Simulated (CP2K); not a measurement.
Runs of CP2K 2026.2 on MgSe. It takes space group Fm-3m (No. 225, cubic). Conventional cell: a = 5.451 Å, b = 5.451 Å, c = 5.451 Å, α = 90.00°, β = 90.00°, γ = 90.00°. Se (site symmetry m-3m) has 6 Mg at 2.73 Å as nearest neighbours. Around Mg (site symmetry m-3m) lie 6 Se at 2.73 Å. 

| level | potentials or basis | smearing | EPS_DEFAULT | points a segment of the path (NPOINTS) | bands added on the path | gap on the mesh (eV) | pressure (GPa) |
| --- | --- | --- | --- | --- | --- | --- | --- |
| r2SCAN | POTENTIAL_UZH Se GTH-SCAN-q6, Mg GTH-SCAN-q10; TZVP-MOLOPT-SCAN-GTH basis | fermi-dirac 0.01 eV | 1.0E-10 | 10 | 2 | 2.42 | (a) |
| TB-mBJ | POTENTIAL_UZH Se GTH-PBE-q6, Mg GTH-PBE-q10; TZVP-MOLOPT-PBE-GTH basis | fermi-dirac 0.0259 eV | 1.0E-9 | 10 | 6 | 1.91 | - |
| LDA | GTH_POTENTIALS Se GTH-PADE-q6, Mg GTH-PADE-q10; TZVP-MOLOPT-PBE-GTH basis | fermi-dirac 0.1 eV | 1.0E-9 | 10 | 4 | 1.52 | -0.1 |
| PBEsol | POTENTIAL_UZH Se GTH-PBE-q6, Mg GTH-PBE-q10; TZVP-MOLOPT-PBE-GTH basis | fermi-dirac 0.1 eV | 1.0E-9 | 6 | 4 | 1.58 | (b) |

Alike in all rows: task band structure; no spin polarisation; cell as given; k mesh 8 × 8 × 8.

Q: Estimate the missing entries.

A: (a) 1.8; (b) 2.5.

Caveats: the basis of atomic orbitals isn't converged, which shifts pressures, moduli and gaps; the potentials were made for another functional, which shifts forces and pressure (some runs); this is a model potential without an energy functional, so only levels have meaning (some runs).

A k mesh can miss the band edges, and the runs leave out spin-orbit coupling on Se.
